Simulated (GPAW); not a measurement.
## CsPbBr3: energy against volume and a worked fit

```
CELL_PARAMETERS angstrom
5.87000 0.00000 0.00000
0.00000 5.87000 0.00000
0.00000 0.00000 5.87000
ATOMIC_POSITIONS crystal
Pb 0.50000 0.50000 0.50000
Cs 0.00000 0.00000 0.00000
Br 0.50000 0.50000 0.00000
Br 0.00000 0.50000 0.50000
Br 0.50000 0.00000 0.50000
```

Measurements of this composition are mostly on another form, of space group No. 62.

The cell was scaled at fixed shape and fractions and run with GPAW, PAW data sets generated for this functional, cutoff 600 eV; PBEsol+D3(BJ), k mesh 4 × 4 × 4 on the cell of 5 atoms, fermi-dirac occupations of 0.05 eV, no spin polarisation, no spin-orbit coupling. Energies are those that the program minimises, any entropy of the smearing included.

| V (Å³/atom) | energy over the lowest row (meV/atom) |
| --- | --- |
| 38.0253 | 2.266 |
| 38.8343 | 0.000 |
| 39.6434 | ? |
| 40.4524 | 2.991 |
| 41.2614 | 7.698 |
| 42.0705 | 14.216 |
| 42.8795 | 22.343 |

Problem. Fit the third-order Birch-Murnaghan form, give V0, B0 and B′, and predict the energy left open.

Solution. With y = (V0/V)^(2/3), E = E0 + (9 V0 B0/16) [(y - 1)³ B′ + (y - 1)² (6 - 4y)]. Least squares through the rows shown give V0 = 39.1232 Å³/atom, E0 = -0.163 meV, B0 = 23.90 GPa (1 eV/Å³ = 160.218 GPa) and B′ = 4.84, with a largest miss of 0.002 meV. At V = 39.6434 the form with these constants gives 0.340 meV; the run gave 0.340 meV an atom.
